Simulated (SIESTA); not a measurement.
The system is ZnO (zincite).

```
CELL_PARAMETERS angstrom
3.24931 0.00000 0.00000
-1.62465 2.81398 0.00000
0.00000 0.00000 5.20571
ATOMIC_POSITIONS crystal
Zn 0.66667 0.33333 0.00000
Zn 0.33333 0.66667 0.50000
O 0.33333 0.66667 0.87901
O 0.66667 0.33333 0.37901
```

Base run:

```yaml
Program: SIESTA 5.4.2
Functional: SVWN5
Potentials_or_basis: PseudoDojo 0.4 standard (LDA files)
Basis: DZP (energy shift 0.002 Ry)
Grid_cutoff: 800 Ry
Energy_shift: 0.002 Ry
k_mesh: 9 × 9 × 5
Occupations: fermi-dirac, width 0.05 eV
Spin: no spin polarisation
```

Its results: band gap on the k mesh 1.14 eV, direct; pressure -5.3 GPa; largest force 0.105 eV/Å.

The run is repeated on the same cell with these changes: functional from SVWN5 to vdW-DF-cx; potentials or basis from PseudoDojo 0.4 standard (LDA files) to PseudoDojo 0.4 standard (PBE files). What comes out?

Band gap on the k mesh 1.11 eV, direct; pressure 2.5 GPa; largest force 0.128 eV/Å.

Caveats: semicore shells carry a single zeta, which can move pressures by several GPa and volumes by a few percent; the valence orbitals were made in a potential fitted to the semicore shell under them, which widens gaps by tenths of an eV or more; the basis of atomic orbitals isn't converged, which shifts pressures, moduli and gaps; the potentials were made for another functional, which shifts forces and pressure (some runs).
